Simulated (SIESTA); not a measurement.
TePt: equation of state with PBEsol

Crystal: TePt.

```
Pt Te
1.0
     1.98157    1.14406    6.66103
    -1.98157    1.14406    6.66103
     0.00000   -2.28812    6.66103
Pt Te
2 2
Direct
  0.12967 0.12967 0.12967
  0.87033 0.87033 0.87033
  0.40200 0.40200 0.40200
  0.59800 0.59800 0.59800
```

```
Program             : SIESTA 5.4.2
Task                : equation of state
Functional          : PBEsol
Potentials or basis : PseudoDojo 0.4 standard (PBEsol files)
Basis               : DZP (energy shift 0.003 Ry; two zetas on semicore shells)
Grid cutoff         : 800 Ry
Energy shift        : 0.003 Ry
k mesh              : 8 × 8 × 8
Occupations         : fermi-dirac, width 0.05 eV
Spin                : no spin polarisation
```

```json
{"Equilibrium volume": "23.11 Å³/atom", "Bulk modulus at fixed shape and positions": "133 GPa", "Pressure derivative of the bulk modulus": "4.4"}
```

Energy against volume, from the lowest point:
```csv
volume (Å³/atom),energy (meV/atom)
21.292,68.67
21.745,37.20
22.198,16.06
22.651,3.97
23.104,0.00
23.557,3.60
24.010,13.76
```

All runs of the series together: 26 min on 1 thread of Arm Neoverse V2, on a shared host.

Caveat: short orbitals over semicore shells can move pressures by several GPa; the cell was scaled at fixed shape and fractional positions, which overstates the stiffness of a crystal with free parameters, most of all of layers and chains; the basis of atomic orbitals isn't converged, which shifts pressures, moduli and gaps. Spin-orbit coupling is left out, which matters for the levels of Pt, Te.
